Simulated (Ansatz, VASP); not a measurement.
In in VASP and in Ansatz

File INCAR:

```
PREC = Accurate
ENCUT = 520
EDIFF = 1E-8
ISMEAR = -1
SIGMA = 0.05
LREAL = F
LASPH = T
NELM = 100
ALGO = Normal
ISIF = 2
LWAVE = F
LCHARG = F
GGA = PE
LEFG = T
NBANDS = 20
```

The input KPOINTS:

```
Automatic mesh
0
Gamma
  9 9 9
```

The input POSCAR:

```
In
1.0
    0.0000000000      3.4307661018      3.4307661018
    3.4307661018      0.0000000000      3.4307661018
    3.4307661018      3.4307661018      0.0000000000
In
2
Direct
    0.0000000000      0.0000000000      0.0000000000
    0.2500000000      0.2500000000      0.2500000000
```

Input for Ansatz:

```yaml
crystal:
  lattice:
    - [0.0, 3.4307661018, 3.4307661018]
    - [3.4307661018, 0.0, 3.4307661018]
    - [3.4307661018, 3.4307661018, 0.0]
  atoms:
    - { symbol: In, position: [0.0, 0.0, 0.0] }
    - { symbol: In, position: [0.25, 0.25, 0.25] }
kpoints:
  mp_grid: { grid: [9, 9, 9] }
scf:
  occupations: { method: fermi_dirac, width: 0.05 }
hamiltonian:
  xc: pbe
  pseudopotentials: { kind: paw }
output:
  forces: true
  stress: true
  eigenvalues: true
  efg: { contact_densities: true }
```

Change from the starting cell: volume scaled by 1.06, PAW files.

Alike in both runs: task electric field gradients; functional PBE; k mesh 9 × 9 × 9; occupations fermi-dirac, width 0.05 eV; no spin polarisation.

|  | VASP | Ansatz |
| --- | --- | --- |
| version | VASP 6.6.1 | Ansatz 0.2.0 |
| potentials or method | VASP PAW PBE potentials, release 64 (In_d) | PAW with Ansatz's default frozen-core files, scalar-relativistic |
| plane-wave cutoff (eV) | 520 | 420 |
| valence electrons in the cell | 26 | 26 |

VASP gave:

- pressure (GPa): -1.2
- Vzz of the field gradient on the site that differs most (V/Å²): 0.0

Task: Estimate Ansatz's values.

Result: Pressure (GPa): -1.1; Vzz of the field gradient on the site that differs most (V/Å²): 0.0.

Ansatz warned: «gradients_without_spin_orbit».
